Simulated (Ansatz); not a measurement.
Bi, a known structure type with other elements, at an estimated volume

```
Bi
1.0
    -4.15237    0.00000    0.00000
     0.00000   -5.09037    0.00000
     2.07618    0.00000    6.26858
Bi
4
Cartesian
  0.0000 -4.6322 1.2286
  -2.0762 -3.0033 1.2286
  -2.0762 -0.4581 5.0399
  0.0000 -2.0871 5.0399
```

Single point in Ansatz 0.2.0 with PBE, no spin polarisation. Cutoff 420 eV, PAW datasets, 9×7×9 Γ-centred k mesh, fermi-dirac filling (width 0.1 eV).

Forces: The largest is on Bi1 (and as large on other atoms): 5.78 eV/Å, components (0.00, -3.84, 4.32). It makes 118° with the line to a nearest neighbour, Bi3 at 2.62 Å.
Contacts: Bi–Bi at 2.62 Å: least valence density 0.56 e/Å³ and ELF 0.49 there. These are pseudo-fields; inside the PAW spheres they differ from the all-electron ones.
Stress: The pressure is 27.1 GPa (compression positive), so with the atoms held at these fractions the cell would first expand; the forces are large, so a full relaxation may end otherwise. The principal stresses 24.7, 25.3, 31.2 GPa differ, so its shape would change too.
Electronic structure: It is a metal on this mesh, though the bands barely overlap, with about 0.17 states/eV a cell as the mean within 0.25 eV of the Fermi level, mostly Bi p (85 %).

Origin: a known structure type with other elements, at an estimated volume, so it need not be a known compound. Caveats: atoms or cell far from equilibrium.
